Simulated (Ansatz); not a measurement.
## TiO2, space group C2/c: an equation of state with a fit, step by step

Computed with the Ansatz DFT code, driven from Python.

Notebook, run cell by cell (the value of a cell's last expression is shown):

```python
import ansatz
import numpy as np
from scipy.optimize import curve_fit

XC = "PBEsol"
SMEARING = "Fixed"
ECUT = 500
KMESH = (6, 6, 4)
```

```python
vectors0 = np.array([
    [2.706034, -2.706655, 0.0],
    [2.706034, 2.706655, 0.0],
    [-2.633531, 0.0, 4.796637],
])
sites = [
    ("Ti", [0.13411, 0.86589, 0.25]),
    ("Ti", [0.86589, 0.13411, 0.75]),
    ("O", [0.331221, 0.088755, 0.667149]),
    ("O", [0.668779, 0.911245, 0.332851]),
    ("O", [0.911245, 0.668779, 0.832851]),
    ("O", [0.088755, 0.331221, 0.167149]),
]
```

```python
def on_lattice(cell):
    crystal = ansatz.Crystal(lattice=ansatz.Lattice.of(cell))
    for symbol, position in sites:
        crystal = crystal.atom(symbol, position)
    return crystal
```

```python
def vinet(v, e0, v0, b0, b1):
    eta = (v / v0) ** (1 / 3)
    return e0 + 2 * b0 * v0 / (b1 - 1) ** 2 * (2 - (5 + 3 * b1 * (eta - 1) - 3 * eta) * np.exp(-1.5 * (b1 - 1) * (eta - 1)))

# uniform scaling of the cell
volumes, energies, pressures = [], [], []
for scale in np.linspace(0.92, 1.08, 7):
    cell = vectors0 * scale ** (1 / 3)
    calc = (
        on_lattice(cell).calculation()
        .functional(XC)
        .occupations(SMEARING)
        .basis(ECUT)
        .kpoints(*KMESH)
        .stress()
    )
    rep = calc.run().report
    volumes.append(abs(np.linalg.det(cell)) / len(sites))
    energies.append(rep["free_energy_ev"] / len(sites))
    pressures.append(np.trace(rep["stress_gpa"]) / 3)
    print(f"V = {volumes[-1]:8.4f} A^3/atom  F = {energies[-1]:.5f} eV/atom  P = {pressures[-1]:8.3f} GPa")
```

    V =  10.7738 A^3/atom  F = -1199.94079 eV/atom  P =   11.446 GPa
    V =  11.0861 A^3/atom  F = -1199.95584 eV/atom  P =    4.180 GPa
    V =  11.3984 A^3/atom  F = -1199.95772 eV/atom  P =   -2.104 GPa
    V =  11.7107 A^3/atom  F = -1199.94819 eV/atom  P =   -7.538 GPa
    V =  12.0230 A^3/atom  F = -1199.92881 eV/atom  P =  -12.235 GPa
    V =  12.3352 A^3/atom  F = -1199.90091 eV/atom  P =  -16.289 GPa
    V =  12.6475 A^3/atom  F = -1199.86567 eV/atom  P =  -19.785 GPa

```python
guess = (min(energies), volumes[int(np.argmin(energies))], 0.5, 4.5)
(e0, v0, b0, b1), _ = curve_fit(vinet, np.array(volumes), np.array(energies), p0=guess, maxfev=20000)
print(f"Vinet fit: V0 = {v0:.4f} A^3/atom, B0 = {160.21766 * b0:.1f} GPa, B1 = {b1:.2f}")
print("largest residual", round(1000 * float(np.abs(vinet(np.array(volumes), e0, v0, b0, b1) - energies).max()), 3), "meV/atom")
```

    Vinet fit: V0 = 11.2887 A^3/atom, B0 = 222.1 GPa, B1 = 4.23
    largest residual 0.002 meV/atom

A third-order Birch-Murnaghan fit through the 7 points (the script's own form differs a little) has its minimum at 11.29 Å³ an atom, 3.6 % below the typed cell, with a bulk modulus of 222 GPa and dB/dP = 4.3. From that minimum the energy rises by 17.7 meV an atom on the compressed side and 92.8 meV on the expanded side.

What to keep in mind:
- Absolute energies stand on the zero of these potentials, so only differences at equal settings mean something.
- Spin is left out of this run.
- Shape and fractional positions are held along the curve, so the bulk modulus is an upper value where they are free to relax.
- Pressure is positive in compression.
- At these settings the cell as given stands under about -8 GPa, so it isn't at this functional's equilibrium volume.
- This cell is a computed structure, which may not be the phase found in nature.
- Hardware and time: 48 s on 1 thread of Arm Neoverse V1 (shared host), peak memory 0.51 GiB.
